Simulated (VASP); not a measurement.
A run of VASP 6.6.1:

The input INCAR:

```
SYSTEM = ZrC
ALGO = Normal ; EDIFF = 1E-6
EDIFFG = -0.01 ; ENCUT = 600
IBRION = 2 ; ISIF = 3
ISMEAR = 1 ; LASPH = .True.
LCHARG = .False. ; LMIXTAU = .True.
LREAL = .False. ; LWAVE = .False.
METAGGA = R2SCAN ; NELM = 80
NSW = 90 ; PREC = Accurate
SIGMA = 0.1
```

KPOINTS

```
k-points
0
Gamma
  14 14 14
  0 0 0
```

Contents of POSCAR:

```
ZrC
1.0
    0.0000000000      2.3650000000      2.3650000000
    2.3650000000      0.0000000000      2.3650000000
    2.3650000000      2.3650000000      0.0000000000
Zr C
1 1
Direct
    0.5000000000      0.5000000000      0.5000000000
    0.0000000000      0.0000000000      0.0000000000
```

Potentials or basis: VASP PAW PBE potentials, release 64 (Zr_sv, C).

The run is started by

```bash
$ cat potpaw_PBE.64/Zr_sv/POTCAR potpaw_PBE.64/C/POTCAR > POTCAR
$ mpirun -np 1 vasp_std > vasp.out
```

Hardware: 1 thread of AMD EPYC 9R45 (Zen 5), with other jobs on the host.

Problem. Estimate the wall time of this run.

Solution. Wall time 5.9 min on 1 thread of AMD EPYC 9R45 (Zen 5), with other jobs on the host, peak memory 0.17 GiB. Counts: scf iterations 41, k points 104, ion steps 3.
